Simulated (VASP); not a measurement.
Bi2Se3 (Paraguanajuatite):

```xyz
5
Lattice="2.0715 1.1960 9.5453 -2.0715 1.1960 9.5453 0.0000 -2.3920 9.5453" Properties=species:S:1:pos:R:3 pbc="T T T"
Bi    0.0000    0.0000   17.1587
Bi    0.0000    0.0000   11.4773
Se    0.0000    0.0000   22.5738
Se    0.0000    0.0000    6.0622
Se    0.0000    0.0000    0.0000
```

Base run:

| Item | Value |
| --- | --- |
| Program | VASP 6.6.1 |
| Functional | PBEsol |
| Potentials or basis | VASP PAW PBE potentials, release 64 (Bi_d, Se) |
| Cutoff | 520 eV |
| k mesh | 8 × 8 × 8 |
| Occupations | gaussian, width 0.02 eV |
| Spin | no spin polarisation |

Its results: band gap on the k mesh 0.13 eV, direct.

The run is repeated on the same cell with these changes: functional from PBEsol to TB-mBJ. What comes out?

Band gap on the k mesh 0.79 eV, direct.

Caveats: spin-orbit coupling is left out, which as a rule narrows the gap of such compounds by several tenths of an eV.

Not every run made on this cell is shown here.
